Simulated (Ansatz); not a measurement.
We consider rock-salt LiI, described by r²SCAN-D4 (Ansatz, a first-principles code, PAW).

Run with plane-wave cutoff 560 eV, 10×10×10 k mesh, Fermi–Dirac smearing 0.01 eV, scalar-relativistic PAW data made under PBE.

Pressure at four volumes; x = ln(V/26.792 Å³). One pressure is withheld.

| V (Å³/atom) | x | P (GPa) |
|---|---|---|
| 25.184 | -0.0619 | ? |
| 25.720 | -0.0408 | 0.972 |
| 26.792 | 0.0000 | 0.000 |
| 28.399 | 0.0583 | -1.111 |

Question: Pass a parabola P(x) through the three rows shown, estimate the bulk modulus and its pressure derivative near zero pressure, and predict the withheld pressure.

Answer: Slopes between the rows: (0.000 − (0.972))/(0.0000 − (-0.0408)) = -23.82 and (-1.111 − (0.000))/(0.0583 − (0.0000)) = -19.06 GPa. Their difference over the span 0.0991 is c = 4.76/0.0991 = 48.0 GPa, so P(x) = 0.972 + (-23.82)(x − (-0.0408)) + 48.0 (x − (-0.0408))(x − (0.0000)). At the middle row B = −dP/dx = −[-23.82 + 48.0 × 0.0408] = 21.9 GPa, and B′ = dB/dP = 2c/B = 4.4. At x = -0.0619 the parabola gives 1.537 GPa; the run gives 1.544 GPa. The Birch–Murnaghan fit to the energies at all volumes has B0 = 21.7 GPa and B′ = 4.5.

Measured, for comparison: bulk modulus 24 GPa (0 K, extrapolated to 0 K; as tabulated in Doll and Stoll (1998), arXiv:cond-mat/9801031). Computed (rounded) less measured: bulk modulus -10 %.

Spin–orbit coupling is not included.
